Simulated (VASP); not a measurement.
# MgI2 (P-3m1) in VASP: further runs, part 3 of 3

VASP 6.6.1. Earlier steps stand in the parts before.

**6. Single point, PBEsol**

INCAR

```
SYSTEM = MgI2
PREC = Accurate
ENCUT = 450
EDIFF = 1E-6
ISMEAR = 0
SIGMA = 0.05
LREAL = .FALSE.
LASPH = .TRUE.
NELM = 100
ALGO = Normal
ISIF = 2
LWAVE = .FALSE.
LCHARG = .FALSE.
GGA = PS
NBANDS = 15
ADDGRID = .FALSE.
```

KPOINTS

```
regular mesh
0
G
  2 2 1
  0 0 0
```

POSCAR

```
MgI2
1.0
    4.1400000000      0.0000000000      0.0000000000
   -2.0700000000      3.5853451717      0.0000000000
    0.0000000000      0.0000000000      6.8800000000
I Mg
2 1
Direct
    0.6666666667      0.3333333333      0.7500000000
    0.3333333333      0.6666666667      0.2500000000
    0.0000000000      0.0000000000      0.0000000000
```

Potentials or basis: VASP PAW PBE potentials, release 64 (I, Mg).

Started as:

```bash
$ cat potpaw_PBE.64/I/POTCAR potpaw_PBE.64/Mg/POTCAR > POTCAR
$ mpirun -np 1 vasp_std > vasp.out
```

OUTCAR:

```text
SYSTEM = MgI2
   PREC = Accurate
   ENCUT = 450
   EDIFF = 1E-6
   ISMEAR = 0
   LREAL = .FALSE.
   LASPH = .TRUE.
   NELM = 100
   ISIF = 2
   GGA = PS

 Found      2 irreducible k-points:

 Following reciprocal coordinates:
            Coordinates               Weight
  0.000000  0.000000  0.000000      1.000000
  0.500000 -0.000000  0.000000      3.000000
   k-points           NKPTS =      2   k-points in BZ     NKDIM =      2   number of bands    NBANDS=     15
   number of dos      NEDOS =    301   number of ions     NIONS =      3
   total plane-waves  NPLWV =  43200
   dimension x,y,z NGX =    30 NGY =   30 NGZ =   48
   dimension x,y,z NGXF=    60 NGYF=   60 NGZF=   96
   ions per type =               2   1
   NGX,Y,Z   is equivalent  to a cutoff of  12.05, 12.05, 11.60 a.u.
   NGXF,Y,Z  is equivalent  to a cutoff of  24.09, 24.09, 23.20 a.u.
 SYSTEM =  MgI2
   PREC   = accura    normal or accurate (medium, high low for compatibility)
   ISTART =      0    job   : 0-new  1-cont  2-samecut
   ICHARG =      2    charge: 1-file 2-atom 10-const
   ISPIN  =      1    spin polarized calculation?
   LNONCOLLINEAR =      F non collinear calculations
   LSORBIT =      F    spin-orbit coupling
   LASPH  =      T    aspherical Exc in radial PAW
   ENCUT  =  450.0 eV  33.07 Ry    5.75 a.u.   7.16  7.16 11.90*2*pi/ulx,y,z
   NELM   =    100;   NELMIN=  2; NELMDL= -5     # of ELM steps
   EDIFF  = 0.1E-05   stopping-criterion for ELM
   LREAL  =      F    real-space projection
   EDIFFG = 0.1E-04   stopping-criterion for IOM
   NSW    =      0    number of steps for IOM
   IBRION =     -1    ionic relax: 0-MD 1-quasi-New 2-CG
   NFREE  =      0    steps in history (QN), initial steepest desc. (CG)
   ISIF   =      2    stress and relaxation
   ISYM   =      2    0-nonsym 1-usesym 2-fastsym
   POTIM  = 0.5000    time-step for ionic-motion
   TEBEG  =    0.0;   TEEND  =   0.0 temperature during run
   PSTRESS=    0.0 pullay stress
   NELECT =      16.0000    total number of electrons
   NUPDOWN=      -1.0000    fix difference up-down
   EMIN   =  10.00;   EMAX   =-10.00  energy-range for DOS
   EFERMI =   0.00;   METHOD = LEGACY
   ISMEAR =     0;   SIGMA  =   0.05  broadening in eV -4-tet -1-fermi 0-gaus
   EFERMI_NEDOS =   21; number of points for ismear=-14 and -15
   IALGO  =     38    algorithm
   IMIX   =      4    mixing-type and parameters
     AMIX     =   0.40;   BMIX     =  1.00
     AMIX_MAG =   1.60;   BMIX_MAG =  1.00
  volume/ion in A,a.u.               =      34.04       229.72
  Fermi-wavevector in a.u.,A,eV,Ry     =   0.882555  1.667786 10.597613  0.778903
  Thomas-Fermi vector in A             =   2.003202
   LORBIT       =      0    0 simple, 1 ext, 2 COOP (PROOUT), +10 PAW based schemes
   GGA     = PS    functional components
   LHFCALC =     F    Hartree Fock is set to
   AEXX    =    0.0000 exact exchange contribution
   IVDW    =     0    specifies the selected vdW correction
   LEPSILON=     F    determine dielectric tensor
   LRPA    =     F    only Hartree local field effects (RPA)
 non-spin polarized calculation
 Gauss-broadening in eV      SIGMA  =   0.05
  energy-cutoff  :      450.00
  volume of cell :      102.12
 maximum number of plane-waves:      2237
 NGX is ok and might be reduce to    30
   NGX = 15   NGY = 15   NGZ = 23

 number of electron      16.0000003 magnetization

 Free energy of the ion-electron system (eV)
  ---------------------------------------------------
  ext. energy  EPLUGINS =         0.00000000
  ---------------------------------------------------
  free energy    TOTEN  =        -7.52839797 eV

  energy without entropy =       -7.52839797  energy(sigma->0) =       -7.52839797

 E-fermi :   2.6462     XC(G=0):  -8.3689

 val. band max:        2.3657805861   @ k =   0.0000   0.0000   0.0000
 cond. band min:       5.8227291451   @ k =   0.0000   0.0000   0.0000
 fundamental gap:      3.4569485590
 Fermi energy:         2.6461931577

 k-point     1 :       0.0000    0.0000    0.0000
  band No.  band energies     occupation
      1      -9.6870      2.00000
      2      -8.9918      2.00000
      3      -1.3009      2.00000
      4       1.9937      2.00000
      5       1.9937      2.00000
      6       2.3496      2.00000
      7       2.3658      2.00000
      8       2.3658      2.00000
      9       5.8227      0.00000
     10       7.0434      0.00000
     11       9.0182      0.00000
     12       9.0182      0.00000
     13       9.6326      0.00000
     14      10.4730      0.00000
     15      10.4730      0.00000

 k-point     2 :       0.5000   -0.0000    0.0000
  band No.  band energies     occupation
      1      -8.9603      2.00000
      2      -8.7532      2.00000
      3      -1.2363      2.00000
      4      -0.4484      2.00000
      5       0.3916      2.00000
      6       1.0431      2.00000
      7       1.3804      2.00000
      8       1.9531      2.00000
      9       5.8864      0.00000
     10       7.4816      0.00000
     11       7.6015      0.00000
     12       9.0904      0.00000
     13      10.0114      0.00000
     14      11.5482      0.00000
     15      12.0943      0.00000

------------------------ aborting loop because EDIFF is reached ----------------------------------------

  FORCE on cell =-STRESS in cart. coord.  units (eV):
  Direction    XX          YY          ZZ          XY          YZ          ZX
  --------------------------------------------------------------------------------------
  -------------------------------------------------------------------------------------
  Total        2.5691260      2.5691260     -2.0866282     -0.0000000      0.0000000      0.0000000
  in kB       40.3066072     40.3066072    -32.7367751     -0.0000000      0.0000000      0.0000000
  external PRESSURE =      15.9588131 kB  Pullay stress =       0.0000000 kB

 VOLUME and BASIS-vectors are now :
 -----------------------------------------------------------------------------
  energy-cutoff  :      450.00
  volume of cell :      102.12
      direct lattice vectors                 reciprocal lattice vectors
     4.140000000  0.000000000  0.000000000     0.241545894  0.139456587  0.000000000
    -2.070000000  3.585345172  0.000000000     0.000000000  0.278913174  0.000000000
     0.000000000  0.000000000  6.880000000     0.000000000  0.000000000  0.145348837

 POSITION                                       TOTAL-FORCE (eV/Angst)
 -----------------------------------------------------------------------------------
      2.07000      1.19512      5.16000        -0.000000      0.000000      0.246274
     -0.00000      2.39023      1.72000         0.000000     -0.000000     -0.246274
      0.00000      0.00000      0.00000         0.000000      0.000000      0.000000
 -----------------------------------------------------------------------------------
    total drift:                               -0.000000      0.000000     -0.000000

  FREE ENERGIE OF THE ION-ELECTRON SYSTEM (eV)
  ---------------------------------------------------
  free  energy   TOTEN  =        -7.5283979664 eV

  energy  without entropy=       -7.5283979664  energy(sigma->0) =       -7.52839797
```

OSZICAR:

```text
N       E                     dE             d eps       ncg     rms          rms(c)
DAV:   1     0.650035487592E+02    0.65004E+02   -0.53894E+03    60   0.745E+02
DAV:   2    -0.320598969327E+01   -0.68210E+02   -0.61277E+02    89   0.131E+02
DAV:   3    -0.769053146051E+01   -0.44845E+01   -0.44685E+01    81   0.372E+01
DAV:   4    -0.777368677575E+01   -0.83155E-01   -0.83153E-01    90   0.589E+00
DAV:   5    -0.777389659854E+01   -0.20982E-03   -0.20982E-03    81   0.322E-01    0.334E+00
DAV:   6    -0.757098554758E+01    0.20291E+00   -0.17855E-01    60   0.208E+00    0.233E+00
DAV:   7    -0.752924123575E+01    0.41744E-01   -0.13886E-01    60   0.177E+00    0.985E-01
DAV:   8    -0.752828843343E+01    0.95280E-03   -0.74553E-03    67   0.514E-01    0.251E-01
DAV:   9    -0.752838517320E+01   -0.96740E-04   -0.83150E-04    81   0.176E-01    0.424E-02
DAV:  10    -0.752838926124E+01   -0.40880E-05   -0.31103E-05    67   0.324E-02    0.334E-02
DAV:  11    -0.752839782135E+01   -0.85601E-05   -0.10317E-05    67   0.195E-02    0.109E-02
DAV:  12    -0.752839796636E+01   -0.14501E-06   -0.91624E-07    58   0.629E-03
   1 F= -.75283980E+01 E0= -.75283980E+01  d E =-.312535E-15
```

stdout:

```text
POSCAR found type information on POSCAR I Mg
 POSCAR found :  2 types and       3 ions
 scaLAPACK will be used
 -----------------------------------------------------------------------------
|                                                                             |
|                                                                             |
|     You enforced a specific xc type in the INCAR file but a different       |
|     I HOPE YOU KNOW WHAT YOU ARE DOING!                                     |
|                                                                             |
 -----------------------------------------------------------------------------

 LDA part: xc-table for (Slater+PW92), standard interpolation
 POSCAR, INCAR and KPOINTS ok, starting setup
 FFT: planning ... GRIDC
 FFT: planning ... GRID_SOFT
 FFT: planning ... GRID
 WAVECAR not read
 entering main loop
```

Run time: 5.3 s. Hardware: 1 thread of Intel Xeon Platinum 8488C (Sapphire Rapids), shared host; peak memory 0.19 GiB.

These settings aren't checked as converged: the numbers below hold their error.

What came out:

```yaml
Free_energy: -7.5284 eV
Pressure: 1.6 GPa
Largest_force: 0.246 eV/Å
Band_gap_on_the_k_mesh: 3.46 eV, direct
```

Caveat: the k mesh is coarse (spacing up to 0.91 Å⁻¹), so the values aren't converged; the PAW data sets were made with another functional, which shifts forces and pressure a little; spin-orbit coupling is left out, which moves the levels of the heavy elements; an odd mesh through Γ misses points on the zone boundary, where band edges often lie; the cell's inner coordinates are idealised or old, which leaves forces on the atoms; this functional lacks dispersion, which binds the layers, so the pressure and a relaxed spacing across them are unreliable.

**7. For comparison**

An earlier run on the cell as given: functional PBEsol; potentials or basis VASP PAW PBE potentials, release 64 (I, Mg); cutoff 520 eV; k mesh 8 × 8 × 4; occupations fermi-dirac, width 0.05 eV; no spin polarisation.

- Pressure: -0.8 GPa
- Largest force: 0.300 eV/Å
- Band gap on the k mesh: 3.42 eV, indirect (least direct gap 3.51 eV)
